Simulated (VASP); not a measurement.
Here is a VASP 6.6.1 calculation.

INCAR

```
SYSTEM = P
  ALGO = Normal
  EDIFF = 1E-7
  EDIFFG = -0.004
  ENCUT = 600
  IBRION = 2
  ISIF = 3
  ISMEAR = 0
  LASPH = .TRUE.
  LCHARG = .FALSE.
  LMIXTAU = .TRUE.
  LREAL = .FALSE.
  LWAVE = .FALSE.
  METAGGA = R2SCAN
  NELM = 60
  NSW = 80
  PREC = Accurate
  SIGMA = 0.1
```

KPOINTS

```
k-points
0
G
  10 10 7
  0 0 0
```

Contents of POSCAR:

```
P
1.0
    1.6582000000     -5.2420000000      0.0000000000
    1.6582000000      5.2420000000      0.0000000000
    0.0000000000      0.0000000000      4.3793000000
P
4
Direct
    0.8983800000      0.1016200000      0.0806800000
    0.6016200000      0.3983800000      0.5806800000
    0.1016200000      0.8983800000      0.9193200000
    0.3983800000      0.6016200000      0.4193200000
```

Potentials or basis: VASP PAW PBE potentials, release 64 (P).

Command:

```bash
$ cat potpaw_PBE.64/P/POTCAR > POTCAR
$ mpirun -np 1 vasp_std > vasp.out
```

(1) What does it give for the space group after relaxing (to 0.05 Å)?

(2) What does it give for the relaxed cell?

(3) Estimate the relaxed volume.

Results:

(1) Cmce (No. 64).

(2) a = 5.739 Å, b = 5.739 Å, c = 4.548 Å, α = 90.00°, β = 90.00°, γ = 146.66°.

(3) 20.59 Å³/atom.

Caveat: the PAW data sets were made with another functional, which shifts forces and pressure a little.
